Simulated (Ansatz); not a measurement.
The system is AlPt.

```
Pt Al
1.0
     3.09155    0.00000    0.00000
     0.00000    3.09155    0.00000
     0.00000    0.00000    3.09155
Pt Al
1 1
Direct
  0.50000 0.50000 0.50000
  0.00000 0.00000 0.00000
```

Measurements of this composition are mostly on another form, of space group No. 198.

| Property | Result |
| --- | --- |
| Program | Ansatz 0.2.0 |
| Task | phonons |
| Functional | PBE |
| Potentials or basis | Ansatz PAW |
| Cutoff | 420 eV (not typed: the program's choice for these potentials) |
| k mesh | 8 × 8 × 8 |
| Occupations | fermi-dirac, width 0.05 eV |
| Spin | no spin polarisation |
| q mesh | 2 × 2 × 2 |
| Path | [["G", "X", "M", "G", "R", "X"], ["M", "R"]] |
| Points for each segment of the path | 8 |

Problem. Is this structure dynamically stable at this level, and how far does the spectrum reach?

Solution. Yes, as far as this q mesh shows: no mode on the path is imaginary. The highest frequency is 330 cm⁻¹.

A q mesh this small can miss soft modes between its points.

Caveat: the q mesh is small, so phonon branches between its points and thermal values are rough.
